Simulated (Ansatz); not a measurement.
# Residual resistivity of an alloy: Re(0001) with 2 layers of random Re-W, 2x2, part 2 of 2

How strongly does chemical disorder scatter in Re(0001) with 2 layers of random Re-W, 2x2?

Ansatz 0.2.0; Ansatz plane-wave DFT, PBE, PAW files; ballistic transport by layer matching (Landauer), zero bias; PAW set soft_1.

So far. Step 3 (With 6 alloy layers): Over the solved energies the transmission per spin lies between 3.00 and 3.17, out of 5.26 channels of the lead on average (up to 5.38).

## 4. With 10 alloy layers

In 10 layers a share of 0.75 of the sites is given to W at random. A fresh draw is used; the growth of the resistance with length is what counts.

System of this step: Re(0001) with 10 layers of random Re-W, 2x2. The cell holds 80 atoms: 50 Re and 30 W. Its edges and angles: a = 5.522 Å, b = 5.522 Å, c = 44.582 Å, α = 90.0°, β = 90.0°, γ = 120.0°. It derives from Re. Regions: lead, 40 atoms (40 Re); scattering region, 40 atoms (30 W and 10 Re). The structure is stacked along c, and the current runs across the ab planes.

Contents of input.yaml:

```yaml
crystal:
  lattice:
    - [5.5216, 0.0, 0.0]
    - [-2.7608, 4.7818458695, 0.0]
    - [0.0, 0.0, 44.582]
  atoms:
    - { symbol: Re, position: [0.1666666667, 0.3333333333, 0.025] }
    - { symbol: Re, position: [0.1666666667, 0.8333333333, 0.025] }
    - { symbol: Re, position: [0.6666666667, 0.3333333333, 0.025] }
    - { symbol: Re, position: [0.6666666667, 0.8333333333, 0.025] }
    - { symbol: Re, position: [0.3333333333, 0.1666666667, 0.075] }
    - { symbol: Re, position: [0.3333333333, 0.6666666667, 0.075] }
    - { symbol: Re, position: [0.8333333333, 0.1666666667, 0.075] }
    - { symbol: Re, position: [0.8333333333, 0.6666666667, 0.075] }
    - { symbol: Re, position: [0.1666666667, 0.3333333333, 0.125] }
    - { symbol: Re, position: [0.1666666667, 0.8333333333, 0.125] }
    - { symbol: Re, position: [0.6666666667, 0.3333333333, 0.125] }
    - { symbol: Re, position: [0.6666666667, 0.8333333333, 0.125] }
    - { symbol: Re, position: [0.3333333333, 0.1666666667, 0.175] }
    - { symbol: Re, position: [0.3333333333, 0.6666666667, 0.175] }
    - { symbol: Re, position: [0.8333333333, 0.1666666667, 0.175] }
    - { symbol: Re, position: [0.8333333333, 0.6666666667, 0.175] }
    - { symbol: Re, position: [0.1666666667, 0.3333333333, 0.225] }
    - { symbol: Re, position: [0.1666666667, 0.8333333333, 0.225] }
    - { symbol: Re, position: [0.6666666667, 0.3333333333, 0.225] }
    - { symbol: Re, position: [0.6666666667, 0.8333333333, 0.225] }
    - { symbol: W, position: [0.3333333333, 0.1666666667, 0.275] }
    - { symbol: W, position: [0.3333333333, 0.6666666667, 0.275] }
    - { symbol: W, position: [0.8333333333, 0.1666666667, 0.275] }
    - { symbol: W, position: [0.8333333333, 0.6666666667, 0.275] }
    - { symbol: W, position: [0.1666666667, 0.3333333333, 0.325] }
    - { symbol: W, position: [0.1666666667, 0.8333333333, 0.325] }
    - { symbol: W, position: [0.6666666667, 0.3333333333, 0.325] }
    - { symbol: Re, position: [0.6666666667, 0.8333333333, 0.325] }
    - { symbol: W, position: [0.3333333333, 0.1666666667, 0.375] }
    - { symbol: Re, position: [0.3333333333, 0.6666666667, 0.375] }
    - { symbol: W, position: [0.8333333333, 0.1666666667, 0.375] }
    - { symbol: W, position: [0.8333333333, 0.6666666667, 0.375] }
    - { symbol: W, position: [0.1666666667, 0.3333333333, 0.425] }
    - { symbol: W, position: [0.1666666667, 0.8333333333, 0.425] }
    - { symbol: W, position: [0.6666666667, 0.3333333333, 0.425] }
    - { symbol: W, position: [0.6666666667, 0.8333333333, 0.425] }
    - { symbol: W, position: [0.3333333333, 0.1666666667, 0.475] }
    - { symbol: W, position: [0.3333333333, 0.6666666667, 0.475] }
    - { symbol: Re, position: [0.8333333333, 0.1666666667, 0.475] }
    - { symbol: W, position: [0.8333333333, 0.6666666667, 0.475] }
    - { symbol: W, position: [0.1666666667, 0.3333333333, 0.525] }
    - { symbol: W, position: [0.1666666667, 0.8333333333, 0.525] }
    - { symbol: W, position: [0.6666666667, 0.3333333333, 0.525] }
    - { symbol: Re, position: [0.6666666667, 0.8333333333, 0.525] }
    - { symbol: Re, position: [0.3333333333, 0.1666666667, 0.575] }
    - { symbol: Re, position: [0.3333333333, 0.6666666667, 0.575] }
    - { symbol: W, position: [0.8333333333, 0.1666666667, 0.575] }
    - { symbol: W, position: [0.8333333333, 0.6666666667, 0.575] }
    - { symbol: Re, position: [0.1666666667, 0.3333333333, 0.625] }
    - { symbol: W, position: [0.1666666667, 0.8333333333, 0.625] }
    - { symbol: W, position: [0.6666666667, 0.3333333333, 0.625] }
    - { symbol: W, position: [0.6666666667, 0.8333333333, 0.625] }
    - { symbol: W, position: [0.3333333333, 0.1666666667, 0.675] }
    - { symbol: W, position: [0.3333333333, 0.6666666667, 0.675] }
    - { symbol: W, position: [0.8333333333, 0.1666666667, 0.675] }
    - { symbol: W, position: [0.8333333333, 0.6666666667, 0.675] }
    - { symbol: Re, position: [0.1666666667, 0.3333333333, 0.725] }
    - { symbol: Re, position: [0.1666666667, 0.8333333333, 0.725] }
    - { symbol: Re, position: [0.6666666667, 0.3333333333, 0.725] }
    - { symbol: W, position: [0.6666666667, 0.8333333333, 0.725] }
    - { symbol: Re, position: [0.3333333333, 0.1666666667, 0.775] }
    - { symbol: Re, position: [0.3333333333, 0.6666666667, 0.775] }
    - { symbol: Re, position: [0.8333333333, 0.1666666667, 0.775] }
    - { symbol: Re, position: [0.8333333333, 0.6666666667, 0.775] }
    - { symbol: Re, position: [0.1666666667, 0.3333333333, 0.825] }
    - { symbol: Re, position: [0.1666666667, 0.8333333333, 0.825] }
    - { symbol: Re, position: [0.6666666667, 0.3333333333, 0.825] }
    - { symbol: Re, position: [0.6666666667, 0.8333333333, 0.825] }
    - { symbol: Re, position: [0.3333333333, 0.1666666667, 0.875] }
    - { symbol: Re, position: [0.3333333333, 0.6666666667, 0.875] }
    - { symbol: Re, position: [0.8333333333, 0.1666666667, 0.875] }
    - { symbol: Re, position: [0.8333333333, 0.6666666667, 0.875] }
    - { symbol: Re, position: [0.1666666667, 0.3333333333, 0.925] }
    - { symbol: Re, position: [0.1666666667, 0.8333333333, 0.925] }
    - { symbol: Re, position: [0.6666666667, 0.3333333333, 0.925] }
    - { symbol: Re, position: [0.6666666667, 0.8333333333, 0.925] }
    - { symbol: Re, position: [0.3333333333, 0.1666666667, 0.975] }
    - { symbol: Re, position: [0.3333333333, 0.6666666667, 0.975] }
    - { symbol: Re, position: [0.8333333333, 0.1666666667, 0.975] }
    - { symbol: Re, position: [0.8333333333, 0.6666666667, 0.975] }
kpoints:
  mp_grid: { grid: [5, 5, 1] }
hamiltonian:
  xc: pbe
  pseudopotentials: { kind: paw, azcp: { folder: soft_1 } }
scf:
  occupations: { method: fermi_dirac, width: 0.1 }
output:
  transmission:
    leads: [[0, 8]]
    kmesh: [10, 10]
    e_range: [-0.05, 0.05]
    de: 0.05
  write_potential: true
  write_density: true
  volumetric_format: npy
```

Launch:

```
ansatz run input.yaml --threads 4 --pin off --max-ram 15360MiB --backend cpu --events-out ev --progress --plain --runs-dir out
```

Numbers of over 12 decimals in the logs are rounded to 6 here.

Output:

```text
[...]
Crystal: 80 atoms, lattice volume = 1177.118 Å³
Basis set: ecut = 420 eV, 23015 PW (Γ)
Bands: 702, of which v1, the nominal top of the filled ones, is band 585 counted from 1 (584 counted from 0)
Symmetry: 1 space group operations
[...]
k-points: 13 of 25 (time reversal used)
[...]
SCF iter   1: F=—  HF=-855069.747831 eV  |F-HF|=—  |Δ(HF+E_count)|=         —  Δρ=9.32e-2  dr2=1.47e3  ethr=3.10e-3  ⟨swp⟩=5.0  Hψ=27244  notcnv=0
[...]
SCF iter   9: F=-855021.789912 eV  HF=-855021.789912 eV  |F-HF|=3.92e-8  |Δ(HF+E_count)|=   5.98e-8  Δρ=7.57e-7  dr2=4.33e-8  ethr=8.55e-12  ⟨swp⟩=8.9  Hψ=27155  notcnv=0
SCF 1 converged in 9 iterations: F = -855021.789912 eV  dr2 = 4.33e-8
[...]
transmission: 402 of 4004 steps passed
transmission: 802 of 4004 steps passed
[...]
transmission: 4004 of 4004 steps passed
SCF converged after 9 iterations
Free energy (F): -855021.789912 eV
[...]
Internal energy: -855019.090826 eV  (E = F + TS)
E sigma→0 (E₀):  -855020.440369 eV
Entropy (-TS):   -2.699085 eV (-33.739 meV/atom)
Fermi energy:    23.983507 eV
[...]
--- Band table (eV; the first three rows and the last of 13) ---
  k-point 0: bands = [... 581 lower, 24.4048, 24.4167, 24.5188, 24.5542, 24.5553, 24.7077, 24.7425, 24.7496, ... 113 higher]
  k-point 1: bands = [... 581 lower, 24.1307, 24.1771, 24.1833, 24.1932, 24.2078, 24.2240, 24.2339, 24.2464, ... 113 higher]
  k-point 2: bands = [... 581 lower, 23.7663, 23.7743, 23.8241, 23.8526, 23.8715, 23.8979, 23.9045, 23.9108, ... 113 higher]
  k-point 12: bands = [... 581 lower, 23.7245, 23.7521, 23.7806, 23.7920, 23.8007, 23.8203, 23.8401, 23.8719, ... 113 higher]
--- Transmission ---
  basis      : 235 plane waves across, 77 finite elements along
  points     : 52, standing for a mesh of 10 x 10
[...]
channels       : 5.380000e0 a spin
[...]
junction   : crystal 0 to crystal 0, 0.70 to 40.82 Å
    transmission   : 2.677823e0 a spin
[...]
```

Run time: 14 min. Hardware: 4 threads of Intel Xeon Platinum 8488C (Sapphire Rapids), shared host; peak memory 8.5 GiB; 50 min of CPU time.

Numbers from this step:

| Item | Value |
| --- | --- |
| free energy | -855021.7899 eV |
| energy at zero smearing | -855020.4404 eV |
| Fermi energy | 23.98 eV |
| transmission per spin nearest the Fermi level | 2.678 |
| step of the lead's potential | 20.6 meV |

Per spin. The transmission, zone mean by energy, zero at the Fermi level:

```tsv
energy (eV)	transmission, zone mean
-0.0500	2.66
0.0000	2.68
0.0500	2.73
```

Over the solved energies the transmission per spin lies between 2.66 and 2.73, out of 5.28 channels of the lead on average (up to 5.38).

## 5. Resistance against length

This step: Ansatz plane-wave DFT, PBE, PAW files; ballistic transport by layer matching (Landauer), zero bias; residual resistivity from the slope of the area resistance, atoms on the host's lattice; PAW set soft_1 (Ansatz 0.2.0).

Numbers from this step:

| Item | Value |
| --- | --- |
| resistivity | 19.23 µΩ cm |
| intercept | 0.1931 fΩ m² |
| scatter about the fit | 3.34e-4 fΩ m² |

Resistance, by row:

```tsv
run	length (Å)	T	channels N	RA (fΩ m²)
n2	4.458	3.686	5.28	0.2791
n6	13.37	3.105	5.26	0.4498
n10	22.29	2.689	5.28	0.6219
```

The area resistance by length of the alloy:

```tsv
length of the alloy (Å)	area resistance (fΩ m²)
4.46	0.279
13.37	0.450
22.29	0.622
```

The area resistance goes from 0.28 to 0.62 fΩ m² between 4.5 and 22.3 Å, a slope of 19 µΩ cm.

By hand from the end points: (0.6219 − 0.2791) fΩ m² / (22.29 − 4.46) Å = 19 µΩ cm, since 1 fΩ m² per Å is 1000 µΩ cm.

## 6. Results

```yaml
resistivity_from_the_slope: 19.2 µΩ cm
area_resistance_over_4p46_a: 0.279 fΩ m²
area_resistance_over_13p4_a: 0.450 fΩ m²
area_resistance_over_22p3_a: 0.622 fΩ m²
```

In words: The slope gives 19 µΩ cm. The points scatter by 3.3e-4 fΩ m² about the line, with one random draw a length in a 2x2 cell, so the slope is a rough value. Read with a model of isotropic scattering on a spherical Fermi surface and the lead's 1.5×10¹⁵ S/m², this slope means a mean free path near 27 Å (a rough figure, since the alloy's own channel count differs); over these lengths the model's slope is 1.06 times its bulk resistivity, which would be 18 µΩ cm. The atoms sit on the host's lattice, so scattering by size misfit is left out. With 75 % of W, whose own structure is another, this is a hypothetical phase. Spin-orbit coupling is left out, which matters for Re and W.

[Logs are printed without paths, hosts, clocks, repeated set-up lines and the standing remarks that a program may print on its own settings, such as how far it seeks lower states.]

[Hosts, paths, dates, database ids (printed as entryN), source tags and the programs' standing remarks are cut or masked in the printed files.]
